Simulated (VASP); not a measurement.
Write the native input for VASP 6.6.1 that does the following.

- Task: relaxation of cell and atoms
- Functional: PBEsol
- Potentials or basis: VASP PAW PBE potentials, release 64 (In_d, Sb)
- Cutoff: 600 eV
- k mesh: 5 × 5 × 3
- Occupations: fermi-dirac, width 0.02 eV
- Spin: no spin polarisation
- Dipole correction: no
- Further INCAR settings: ALGO = Fast; EDIFF = 1e-06; IBRION = 2; EDIFFG = -0.02; NSW = 80; ISIF = 3

The structure of In2Sb lies in POSCAR:

```
In2Sb
1.0
    5.3799000000      0.0000000000      0.0000000000
   -2.6899500000      4.6591300000      0.0000000000
    0.0000000000      0.0000000000      6.7225500000
In Sb
4 2
Direct
    0.6666666667      0.3333333333      0.2500000000
    0.3333333333      0.6666666667      0.7500000000
    0.0000000000      0.0000000000      0.5000000000
    0.0000000000      0.0000000000      0.0000000000
    0.6666666667      0.3333333333      0.7500000000
    0.3333333333      0.6666666667      0.2500000000
```

The cell comes from a database or a generator and needn't be the stable form of this composition.

The input as run:

INCAR

```
SYSTEM = In2Sb
PREC = Accurate
ENCUT = 600
EDIFF = 1E-6
ISMEAR = -1
SIGMA = 0.02
LREAL = .False.
LASPH = .True.
NELM = 100
ALGO = Fast
ISIF = 3
LWAVE = .False.
LCHARG = .False.
GGA = PS
IBRION = 2
NSW = 80
EDIFFG = -0.02
```

KPOINTS

```
Automatic mesh
0
Gamma
  5 5 3
  0 0 0
```

Potentials or basis: VASP PAW PBE potentials, release 64 (In_d, Sb).

Launch:

```console
$ cat potpaw_PBE.64/In_d/POTCAR potpaw_PBE.64/Sb/POTCAR > POTCAR
$ mpirun -np 1 vasp_std > vasp.out
```

It gave:

```
Relaxed volume                         : 26.28 Å³/atom
Relaxed cell                           : a = 5.328 Å, b = 5.328 Å, c = 6.413 Å, α = 90.00°, β = 90.00°, γ = 120.00°
Space group after relaxing (to 0.05 Å) : P6_3/mmc (No. 194)
Energy gained by relaxing              : 20.3 meV/atom
Ionic steps                            : 7
Pressure after relaxing                : -0.1 GPa
Band gap on the k mesh                 : none (metal or under the smearing width)
```

Caveat: the PAW data sets were made with another functional, which shifts forces and pressure a little.

Run time: 5.7 min on 1 thread of AMD EPYC 9R45 (Zen 5) (shared host), peak memory 0.35 GiB.
